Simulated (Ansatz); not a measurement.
## FeGe: a prediction, then the measurements

Level of theory: DFT PBE, scalar-relativistic, plane waves, PAW in Ansatz.

Settings: cutoff 420 eV, Γ-centred mesh 8×8×8 on the computed 8-atom cell, Gaussian smearing of 0.10 eV; collinear spin from starting moments 1.3 1.3 1.3 1.3 0.0 0.0 0.0 0.0 μB.

Relaxed structure:

```cif
data_structure
_symmetry_space_group_name_H-M 'P2_13'
_symmetry_Int_Tables_number 198
_cell_length_a 4.6630
_cell_length_b 4.6630
_cell_length_c 4.6630
_cell_angle_alpha 90.000
_cell_angle_beta 90.000
_cell_angle_gamma 90.000
_cell_volume 101.39
loop_
_atom_site_label
_atom_site_type_symbol
_atom_site_symmetry_multiplicity
_atom_site_Wyckoff_symbol
_atom_site_fract_x
_atom_site_fract_y
_atom_site_fract_z
_atom_site_occupancy
Fe1 Fe 4 a 0.13488 0.13488 0.13488 1
Ge1 Ge 4 a 0.84176 0.84176 0.84176 1
```

* Space group: P2_13 (No. 198)
* Volume per atom: 12.67 Å³
* Formation energy from the elements' standard states (uncorrected): -0.090 eV/atom
* Kohn–Sham band gap: none (metal)
* Density of states at the Fermi level: 5.6 states/eV per cell
* Orbital (Löwdin) character within 0.5 eV of the Fermi level: Fe 3d 89 %
* Bader charge by site (e): Fe (4 in the cell) 0.05, Ge (4 in the cell) -0.05
* Total moment: 4.19 μB per cell
* Moment by site (μB): Fe1 1.15, Fe2 1.15, Fe3 1.15, Fe4 1.15, Ge5 -0.05, Ge6 -0.05, Ge7 -0.05, Ge8 -0.05

Only this magnetic start was tried.

**Against measurements.**

Against the measured lattice constant a of FeGe, 4.6995 Å (295 K; powder; “Structural investigations on \epsilon-FeGe at high pressure and low temperature”, 2007, arxiv:cond-mat/0703031), the calculated 4.663 Å is off by -0.8 %. The calculation is for 0 K without zero-point motion.

Another cell of FeGe relaxed alike, in P6/mmm, lies 32 meV/atom lower, so this cell isn't the stable form at this level.

It was relaxed from a cell as deposited in COD. Löwdin shares on free-atom orbitals overweight diffuse shells.
